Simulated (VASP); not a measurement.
Set up this calculation in VASP 6.6.1, as the native input.

- Task: single point
- Functional: PBE
- Potentials or basis: VASP PAW PBE potentials, release 64 (P)
- Cutoff: 520 eV
- k mesh: 22 × 22 × 22
- Occupations: gaussian, width 0.1 eV
- Spin: no spin polarisation
- Dipole correction: no
- Further INCAR settings: ALGO = Fast; EDIFF = 1e-06; NBANDS = 8

The structure of P lies in POSCAR:

```
P
1.0
    2.4441814961      0.0000000000      0.0000000000
    0.0000000000      2.4441814961      0.0000000000
    0.0000000000      0.0000000000      2.4441814961
P
1
Direct
    0.0000000000      0.0000000000      0.0000000000
```

The cell was built by a generator and needn't be a form met in nature.

One way to write it, as run:

INCAR

```
SYSTEM = P
PREC     = Accurate       ! precision mode
ENCUT    = 520            ! plane-wave cutoff, eV
EDIFF    = 1E-6           ! SCF threshold, eV
ISMEAR   = 0              ! smearing method
SIGMA    = 0.1            ! smearing width, eV
LREAL    = .FALSE.        ! projectors in reciprocal space
LASPH    = .TRUE.         ! aspherical terms in the spheres
NELM     = 100            ! most SCF steps
ALGO     = Fast           ! electronic algorithm
ISIF     = 2              ! what is computed and relaxed
LWAVE    = .FALSE.        ! write WAVECAR
LCHARG   = .FALSE.        ! write CHGCAR
GGA      = PE             ! functional
NBANDS   = 8              ! bands
```

KPOINTS

```
regular mesh
0
G
  22 22 22
  0 0 0
```

Potentials or basis: VASP PAW PBE potentials, release 64 (P).

Command:

```console
$ cat potpaw_PBE.64/P/POTCAR > POTCAR
$ mpirun -np 1 vasp_std > vasp.out
```

Results of the run:

```
Pressure               : -0.2 GPa
Band gap on the k mesh : none (metal or under the smearing width)
```

Wall time 13 s on 1 thread of Intel(R) Xeon(R) Platinum 8488C (Sapphire Rapids), on a shared host, peak memory 0.14 GiB.
